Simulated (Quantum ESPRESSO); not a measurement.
Al2Pt in Quantum ESPRESSO: convergence with k mesh

The system is Al2Pt.

```
Pt Al
1.0
     0.00000    2.95500    2.95500
     2.95500    0.00000    2.95500
     2.95500    2.95500    0.00000
Pt Al
1 2
Direct
  0.01332 0.98138 0.97993
  0.75713 0.75213 0.71964
  0.23481 0.26325 0.24416
```

The cell isn't the ideal one: atoms moved at random, drawn with an rms of 0.1 Å.

```yaml
Program: Quantum ESPRESSO 7.5
Task: single point
Functional: PBEsol
Potentials_or_basis: PseudoDojo 0.4 SR PBEsol stringent
Cutoff: 1143 eV
Density_cutoff: 4572 eV
k_mesh: 1 × 1 × 1
Occupations: methfessel-paxton, width 0.136 eV
Spin: no spin polarisation
```

These are the settings of the first run; the series varies k mesh, with any setting tied to it.

Hardware: 1 thread of Arm Neoverse V2, on a shared host.

| k mesh | energy less the tightest run, at zero smearing (meV/atom) | pressure (GPa) | largest force (eV/Å) | SCF cycles | CPU time (s) | peak memory (GiB) |
| --- | --- | --- | --- | --- | --- | --- |
| 1 × 1 × 1 | 5479.17 | 46.72 | 1.334 | 19 | 3.8 | 0.08 |
| 2 × 2 × 2 | -23.73 | -4.41 | 1.091 | 11 | 14 | 0.1 |
| 3 × 3 × 3 | -32.05 | -0.79 | 0.906 | 9 | 20 | 0.1 |
| 4 × 4 × 4 | 5.32 | 0.07 | 0.869 | 9 | 51 | 0.13 |
| 5 × 5 × 5 | 14.79 | 0.02 | 0.834 | 9 | 89 | 0.17 |
| 6 × 6 × 6 | -9.02 | -0.38 | 0.880 | 9 | 160 | 0.23 |
| 7 × 7 × 7 | -1.64 | -0.25 | 0.872 | 9 | 240 | 0.31 |
| 8 × 8 × 8 | 0.00 | -0.28 | 0.866 | 9 | 360 | 0.42 |

Against the tightest run, the pressure stays within 0.1 GPa from 7 × 7 × 7 on. Not settled before the last step: the energy (to 1 meV/atom), the largest force (to 0.005 eV/Å). Meshes of other sizes hit other points, so gaps and Fermi surfaces needn't settle smoothly. The tightest run that finished is the yardstick and may itself not be fully converged.

Spin-orbit coupling is left out, which matters for the levels of Pt.
